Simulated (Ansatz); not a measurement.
Theory: DFT PBE, scalar-relativistic, plane waves, PAW (Ansatz 0.2.0). All cells share a 420 eV cutoff and Γ-centred k meshes spaced at most about 0.3 Å⁻¹ (about 0.25 or finer for metals, 2π included). No spin polarisation.

Each guess is relaxed in cell and atoms at zero pressure, on a coarse mesh first where it starts far from rest and then on a converged one. The steps can't lower the symmetry of the start, but it can rise. Energies are static (0 K, no zero-point motion).

Two unrelaxed guesses for InGa₂P₃:

A.

```yaml
crystal:
  lattice:
    - [3.86741, 0.00000, 0.00000]
    - [-1.93370, 3.34927, 0.00000]
    - [0.00000, 0.00000, 9.47317]
  atoms:
    - { symbol: In, position: [0.00000, 0.00000, 0.50000] }
    - { symbol: Ga, position: [0.66667, 0.33333, 0.83333] }
    - { symbol: Ga, position: [0.33333, 0.66667, 0.16667] }
    - { symbol: P, position: [0.33333, 0.66667, 0.66667] }
    - { symbol: P, position: [0.66667, 0.33333, 0.33333] }
    - { symbol: P, position: [0.00000, 0.00000, 0.00000] }
```

B.

```yaml
crystal:
  lattice:
    - [-1.93370, 1.93370, 8.20401]
    - [1.93370, -1.93370, 8.20401]
    - [1.93370, 1.93370, -8.20401]
  atoms:
    - { symbol: In, position: [0.00000, 0.00000, 0.00000] }
    - { symbol: Ga, position: [0.66667, 0.66667, 0.00000] }
    - { symbol: Ga, position: [0.33333, 0.33333, 0.00000] }
    - { symbol: P, position: [0.91667, 0.41667, 0.50000] }
    - { symbol: P, position: [0.25000, 0.75000, 0.50000] }
    - { symbol: P, position: [0.58333, 0.08333, 0.50000] }
```

Problem. Where do they end, and which end is lower?

Solution. B ends lower, by 0.35 eV/atom. A: P-3m1 at 20.5 Å³/atom → P-3m1 at 18.5 Å³/atom; B: I-4m2 at 20.5 Å³/atom → I-4m2 at 22.6 Å³/atom. Counting P atoms around Ga and In (those within 1.25 times the shortest such distance or 1.15 times the sum of covalent radii), the end of A has In 6, Ga 6 and the end of B has In 4, Ga 4. End of A. Conventional cell: a = 3.754 Å, c = 9.095 Å. In is surrounded by 6 P at 2.76 Å; around Ga lie 6 P at 2.57–2.61 Å; around P on a site of symmetry 3m lie 3 Ga at 2.57 Å and 3 In at 2.76 Å; 1 more site not described. End of B. Conventional cell: a = 3.989 Å, c = 17.069 Å. Around In lie 4 P at 2.54 Å; around Ga lie 4 P at 2.40–2.41 Å; P on a site of symmetry 2mm is surrounded by 2 Ga at 2.40 Å and 2 In at 2.54 Å; 1 more site not described.

Ends held by symmetry can be saddle points.
